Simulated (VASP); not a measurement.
Runs of VASP 6.6.1 on HfO2. It takes space group Fm-3m (No. 225, cubic). The conventional cell has a = 5.115 Å, b = 5.115 Å, c = 5.115 Å, α = 90.00°, β = 90.00°, γ = 90.00°. Hf (site symmetry m-3m) has 8 O at 2.21 Å as nearest neighbours. O (site symmetry -43m) is surrounded by 4 Hf at 2.21 Å. Measurements of this composition are mostly on another form, of space group No. 14.

```csv
task,level,potentials or basis,spin,U,cell,k mesh,cutoff (eV),smearing,LDAUTYPE,hund's J,optimiser,gap on the mesh (eV),pressure (GPa)
density of states,r2SCAN+D4+U,"VASP PAW PBE potentials, release 64 (Hf_pv, O)",off,"Hf d U = 4.5 eV, J = 0.5 eV",as given,9 × 9 × 9,520,gaussian 0.1 eV,2,0.5,-,4.86,-2.5
electric field gradients,BLYP,"VASP PAW PBE potentials, release 64 (Hf_pv, O)","SOC, no magnetisation",-,volume scaled by 1.25,7 × 7 × 7,520,tetrahedron,-,-,-,-,(a)
band structure,PW91+D4,"VASP PAW PBE potentials, release 64 (Hf, O)","SOC, no magnetisation",-,as given,7 × 7 × 7,500,fermi-dirac 0.02 eV,-,-,-,-,(b)
relaxation of cell and atoms,PBEsol+D3(BJ)+U,"VASP PAW PBE potentials, release 64 (Hf_sv_GW, O_GW)",off,Hf d U = 6.2 eV,relaxed from: volume scaled by 0.92,9 × 9 × 9,680,fermi-dirac 0.02 eV,-,-,BFGS,4.37,0.1
```

Q: Estimate the missing entries.

A: (a) -32.5; (b) -10.1.

Caveats: the PAW data sets were made with another functional, which shifts forces and pressure a little; spin-orbit coupling is left out, which moves the levels of the heavy elements (some runs); an odd mesh through Γ misses points on the zone boundary, where band edges often lie (some runs).

A k mesh can miss the band edges, and rows without SOC leave out spin-orbit coupling on Hf.

The runs don't all hold the same shells in valence.

Runs at the PBE level aren't shown here.
